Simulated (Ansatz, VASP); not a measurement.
Al2Pt: VASP beside Ansatz

```
Al Pt
1.0
     4.25539    0.00000    0.00000
     0.00000    4.25539    0.00000
     0.00000    0.00000    5.81041
Al Pt
4 2
Direct
  0.50000 0.50000 0.00000
  0.00000 0.00000 0.50000
  0.50000 0.50000 0.50000
  0.00000 0.00000 0.00000
  0.50000 0.00000 0.74993
  0.00000 0.50000 0.25007
```

Alike in both runs: functional PBE; k mesh 4 × 4 × 4; occupations gaussian, width 0.1 eV; no spin polarisation.

Ansatz relaxed the structure, and its values are those at the end. VASP's run is a single point on that final structure, the one shown.

```csv
,VASP,Ansatz
version,VASP 6.6.1,Ansatz 0.2.0
potentials or method,"VASP PAW PBE potentials, release 64 (Al, Pt)","scalar-relativistic, plane waves, PAW"
plane-wave cutoff (eV),520,420
valence electrons in the cell,32,48
```

Ansatz gave:

```
gap on the k mesh at the Fermi level (eV) : none
pressure (GPa)                            : 0.0
```

Question: Which values does VASP return?

Answer: gap on the k mesh at the Fermi level (eV): none; pressure (GPa): -0.2.

A gap of «none» marks a metal or a gap that the smearing closes. The two sets of potentials don't hold the same shells in valence.

Caveats: the k mesh is coarse (spacing up to 0.37 Å⁻¹), so the values aren't converged. Spin-orbit coupling is left out, which matters for the levels of Pt.
